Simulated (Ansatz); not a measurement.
# Si: the cost of one run

Program: Ansatz 0.2.0. Level of theory: DFT PBE, scalar-relativistic, plane waves, PAW. These are calculated values, not measurements.

The COD entry's cell or inner coordinates are ideal or old and differ from later refinements, so a difference from it is no clean test against experiment.

1 further run of the same task is left out (set aside as unsound or not needed).

### 1 The system as given

The structure is cubic, space group Fd-3m (No. 227). Conventional cell: a = 5.470 Å, b = 5.470 Å, c = 5.470 Å, α = 90.00°, β = 90.00°, γ = 90.00°. Si (site symmetry -43m) has 4 Si at 2.37 Å as nearest neighbours.

Structure file:

```cif
data_structure
_symmetry_space_group_name_H-M 'Fd-3m:1'
_symmetry_Int_Tables_number 227
_cell_length_a 5.4697
_cell_length_b 5.4697
_cell_length_c 5.4697
_cell_angle_alpha 90.000
_cell_angle_beta 90.000
_cell_angle_gamma 90.000
_cell_volume 163.64
loop_
_atom_site_label
_atom_site_type_symbol
_atom_site_symmetry_multiplicity
_atom_site_Wyckoff_symbol
_atom_site_fract_x
_atom_site_fract_y
_atom_site_fract_z
_atom_site_occupancy
Si1 Si 8 a 0.25000 0.25000 0.25000 1
```

This cell was relaxed beforehand with the same method: volume 20.45 Å³/atom, gap on the mesh 0.62 eV.

### 2 Bands, states and charges

input.yaml

```yaml
crystal:
  lattice:
    - [0.0, 2.7348383262, 2.7348383262]
    - [2.7348383262, 0.0, 2.7348383262]
    - [2.7348383262, 2.7348383262, 0.0]
  atoms:
    - { symbol: Si, position: [0.75, 0.75, 0.75] }
    - { symbol: Si, position: [0.5, 0.5, 0.5] }
basis:
  ecutwfc: 420
kpoints:
  mp_grid: { grid: [10, 10, 10] }
  band_path:
    path:
      - [[0.0, 0.0, 0.0], [0.5, 0.0, 0.5], [0.625, 0.25, 0.625]]
      - [[0.375, 0.375, 0.75], [0.0, 0.0, 0.0], [0.5, 0.5, 0.5], [0.5, 0.25, 0.75], [0.5, 0.0, 0.5]]
    npoints: 14
hamiltonian:
  xc: pbe
scf:
  occupations: { method: gaussian, width: 0.02 }
  n_extra_bands: 6
output:
  forces: true
  stress: true
  eigenvalues: true
  populations: true
  dos: { projected: true, de: 0.02, nscf_kmesh: { grid: [15, 15, 15] } }
  bader: true
  write_density: true
  write_potential: true
  elf: true
  volumetric_format: npy
```

Run with:

```sh
$ ansatz run input.yaml --threads 1 --pin off --max-ram 2560MiB --backend cpu --events-out ev --progress --plain --runs-dir out
```

**Question.** How long does this run take on 1 thread of Arm Neoverse V2, shared host, and how much memory does it need?

About 23 s, with a peak of 0.29 GiB.
